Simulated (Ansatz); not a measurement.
# C: a tetragonal deformation path

An exercise on one series of results from a longer session: the logs are not shown, and one member is left open.

Computed with Ansatz 0.2.0 (DFT PBE, scalar-relativistic, plane waves, PAW, unless a step's input says otherwise).

## The structure to begin with

The structure is cubic, space group Fd-3m (No. 227). The conventional cell has a = 3.567 Å, b = 3.567 Å, c = 3.567 Å, α = 90.00°, β = 90.00°, γ = 90.00°. Around C (site symmetry -43m) lie 4 C at 1.54 Å.

Coordinates:

```
C
1.0
     0.00000    1.78340    1.78340
     1.78340    0.00000    1.78340
     1.78340    1.78340    0.00000
C
2
Direct
  0.50000 0.50000 0.50000
  0.75000 0.75000 0.75000
```

The cell is taken as given, not relaxed at this level.

Set-up of the first run:

input.yaml reads:

```yaml
crystal:
  lattice:
    - [0.0, 1.7834, 1.7834]
    - [1.7834, 0.0, 1.7834]
    - [1.7834, 1.7834, 0.0]
  atoms:
    - { symbol: C, position: [0.5, 0.5, 0.5] }
    - { symbol: C, position: [0.75, 0.75, 0.75] }
basis:
  ecutwfc: 420
kpoints:
  mp_grid: { grid: [12, 12, 12] }
hamiltonian:
  xc: pbe
scf:
  occupations: { method: gaussian, width: 0.05 }
output:
  forces: true
  stress: true
  eigenvalues: true
  write_density: true
  write_potential: true
  elf: true
  volumetric_format: npy
```

On the command line:

```
$ ansatz run input.yaml --threads 1 --pin off --max-ram 2560MiB --backend cpu --events-out ev --progress --plain --runs-dir out
```

Steps of the session up to this table: The undisturbed cell; At ρ = 0.707; Point ρ = 1.414; ρ = 0.850; ρ = 1.200; Point ρ = 0.780; At ρ = 1.300; ρ = 0.920; ρ = 1.100; At ρ = 0.650; At ρ = 1.500; Point ρ = 0.960; Point ρ = 1.050.

One of the session's tables, all rows but one given; the rest of the session is left out.

It belongs to the step «The scan collected». Collected from the runs (energy zero: the undisturbed cell):

| ρ | ΔE (meV/atom) | pressure (GPa) | gap on the mesh (eV) |
| --- | --- | --- | --- |
| 0.650 | 1341.4 | 1.5 | 0.00 |
| 0.707 | 965.5 | 1.9 | 0.00 |
| 0.780 | 556.1 | 2.4 | 0.00 |
| 0.850 | 257.1 | 2.2 | 0.30 |
| 0.920 | 72.0 | 1.9 | 2.13 |
| 0.960 | 17.8 | 1.8 | 3.14 |
| 1.000 | 0.0 | 1.8 | 4.16 |
| 1.050 | 27.1 | 1.8 | 3.54 |
| 1.100 | 106.1 | 2.1 | 2.97 |
| 1.200 | ? | ? | ? |
| 1.300 | 877.3 | 5.1 | 0.86 |
| 1.414 | 1577.1 | 8.5 | 0.00 |
| 1.500 | 2135.4 | 11.2 | 0.00 |

**Question.** Estimate the row for ρ = 1.200.

Worked estimate for «ΔE (meV/atom)». A straight line through the neighbours (1.100, 106.1) and (1.300, 877.3) gives 106.1 + (877.3 − 106.1) × (1.200 − 1.100) / (1.300 − 1.100) = 491.7; a parabola fitted to 4 rows on both sides gives 416.9.

**Answer.** ΔE (meV/atom): 407.6; pressure (GPa): 3.1; gap on the mesh (eV): 1.88. In «ΔE (meV/atom)» the line misses by +84.1 and the parabola by +9.3.

Where the gap reads zero, the mesh chosen for the insulator is on the coarse side.
